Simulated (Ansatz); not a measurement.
Runs of Ansatz 0.2.0 on SiNi3. The structure is cubic, space group Pm-3m (No. 221). Conventional cell: a = 3.542 Å, b = 3.542 Å, c = 3.542 Å, α = 90.00°, β = 90.00°, γ = 90.00°. Ni (site symmetry 4/mmm) has 8 Ni at 2.50 Å and 4 Si at 2.50 Å as nearest neighbours. Si (site symmetry m-3m) is surrounded by 12 Ni at 2.50 Å. 

```csv
task,level,cell,k mesh,cutoff (eV),points for each segment of the path,mesh quality,gap on the mesh (eV),pressure (GPa),moment (μB),relaxed volume (Å³/atom)
single point,r2SCAN0,as given,4 × 4 × 4,500,-,coarse,none,-,0.25,-
band structure,r2SCAN,as given,8 × 8 × 8,500,14,not flagged,none,-13.6,(a),-
relaxation of cell and atoms,PBE+D4,relaxed,8 × 8 × 8,420,-,not flagged,none,0.0,0.00,10.45
relaxation of cell and atoms,PBEsol+D3(BJ),relaxed,8 × 8 × 8,420,-,not flagged,none,0.0,0.00,(b)
phonons,LDA,as given,6 × 6 × 6,420,-,not flagged,none,-,0.00,-
```

Alike in all rows: potentials or basis Ansatz PAW; spin collinear, ferromagnetic start; smearing fermi-dirac 0.05 eV.

Q: Estimate the missing entries.

A: (a) 0.17; (b) 10.06.

Caveats: some runs use coarse meshes; the PAW data sets come from PBE, with cores solved anew for the run's functional, which leaves a small shift of forces and pressure (some runs); the magnetic or orbital state may not be the lowest (some runs); the plane-wave basis is chosen anew once the cell has moved, so the energies of steps on either side of that aren't comparable (some runs); pairwise dispersion overbinds metals, which lowers pressure and volume (some runs).

A k mesh can miss the band edges.

A gap of «none» marks a metal or a gap under the smearing width.

Not every run made on this cell is shown here.
